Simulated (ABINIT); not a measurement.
Hf:

```
CELL_PARAMETERS angstrom
-1.80500 1.80500 1.80500
1.80500 -1.80500 1.80500
1.80500 1.80500 -1.80500
ATOMIC_POSITIONS crystal
Hf 0.00000 0.00000 0.00000
```

This isn't the form of Hf at room conditions, which is hcp.

Base run:

* Program: ABINIT 10.8.3 (patched build)
* Functional: r2SCAN
* Potentials or basis: Ansatz PAW PBE default generated set, frozen core
* Cutoff: 490 eV
* k mesh: 10 × 10 × 10
* Occupations: fermi-dirac, width 0.05 eV
* Spin: no spin polarisation

Its results: band gap on the k mesh none (metal or under the smearing width); pressure -5.5 GPa.

**Question.** The run is repeated on the same cell with these changes: potentials or basis from Ansatz PAW PBE default generated set, frozen core to SG15 NC PBE v1.2; cutoff from 490 eV to 980 eV. What comes out?

**Answer.** Band gap on the k mesh none (metal or under the smearing width); pressure -11.5 GPa.

Caveats: the PAW data sets were made with another functional, which shifts forces and pressure a little (some runs); the potentials were made for another functional, which shifts forces and pressure (some runs).
